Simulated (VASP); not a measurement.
Set up this calculation in VASP 6.6.1, as the native input.

- Task: evGW0 quasiparticle levels
- Functional: PBE
- Potentials or basis: VASP PAW PBE potentials, release 64 (Se_GW, Ca_sv_GW)
- Cutoff: 500 eV
- k mesh: 4 × 4 × 4
- Occupations: gaussian, width 0.01 eV
- Spin: no spin polarisation
- Ladder: gaps
- GW scheme: evGW0
- GW iterations: 4
- Cutoff of the response function: 150
- Frequency points: 50
- Empty bands: 215
- Further INCAR settings: ALGO = EVGW0; EDIFF = 1e-08; NBANDS = 223

Crystal: CaSe.

```
Se Ca
1.0
     0.00000    2.95600    2.95600
     2.95600    0.00000    2.95600
     2.95600    2.95600    0.00000
Se Ca
1 1
Direct
  0.50000 0.50000 0.50000
  0.00000 0.00000 0.00000
```

These files were run (other wordings do the same):

POSCAR

```
CaSe
1.0
    0.0000000000      2.9560000000      2.9560000000
    2.9560000000      0.0000000000      2.9560000000
    2.9560000000      2.9560000000      0.0000000000
Se Ca
1 1
Direct
    0.5000000000      0.5000000000      0.5000000000
    0.0000000000      0.0000000000      0.0000000000
```

INCAR.step1

```
SYSTEM = CaSe
PREC = Accurate
ENCUT = 500
EDIFF = 1E-8
ISMEAR = 0
SIGMA = 0.01
LREAL = .FALSE.
LASPH = .TRUE.
NELM = 60
ALGO = Normal
LWAVE = .TRUE.
LCHARG = .FALSE.
GGA = PE
KPAR = 4
```

INCAR.step2

```
SYSTEM = CaSe
PREC = Accurate
ENCUT = 500
EDIFF = 1E-8
ISMEAR = 0
SIGMA = 0.01
LREAL = .FALSE.
LASPH = .TRUE.
NELM = 1
ALGO = Exact
LWAVE = .TRUE.
LCHARG = .FALSE.
GGA = PE
NBANDS = 223
LOPTICS = .TRUE.
ISTART = 1
KPAR = 4
```

INCAR.step3

```
SYSTEM = CaSe
PREC = Accurate
ENCUT = 500
EDIFF = 1E-8
ISMEAR = 0
SIGMA = 0.01
LREAL = .FALSE.
LASPH = .TRUE.
ALGO = EVGW0
LWAVE = .FALSE.
LCHARG = .FALSE.
GGA = PE
NELMGW = 4
NBANDS = 223
ENCUTGW = 150
NOMEGA = 50
PRECFOCK = Fast
ISTART = 1
NBANDSGW = 16
KPAR = 4
```

KPOINTS

```
regular mesh
0
G
  4 4 4
  0 0 0
```

Potentials or basis: VASP PAW PBE potentials, release 64 (Se_GW, Ca_sv_GW).

Run with:

```console
$ cat potpaw_PBE.64/Se_GW/POTCAR potpaw_PBE.64/Ca_sv_GW/POTCAR > POTCAR
$ cp INCAR.step1 INCAR
$ mpirun -np 4 vasp_std > vasp.out
$ cp INCAR.step2 INCAR
$ mpirun -np 4 vasp_std > vasp.out
$ cp INCAR.step3 INCAR
$ mpirun -np 4 vasp_std > vasp.out
```

It gave:

- Band gap on the k mesh, mean-field level: 2.02 eV, indirect (least direct gap 2.96 eV)
- Quasiparticle gap: 4.09 eV
- Least direct quasiparticle gap: 5.00 eV

Caveat: the k mesh is coarse (spacing up to 0.46 Å⁻¹), so the values aren't converged; bands, screening cutoff and mesh are small and nothing is extrapolated, so the quasiparticle values aren't converged.

Run time: 4.2 min on 4 MPI ranks on Intel(R) Xeon(R) Platinum 8559C (Emerald Rapids), with other jobs on the host, peak memory 0.58 GiB a rank.
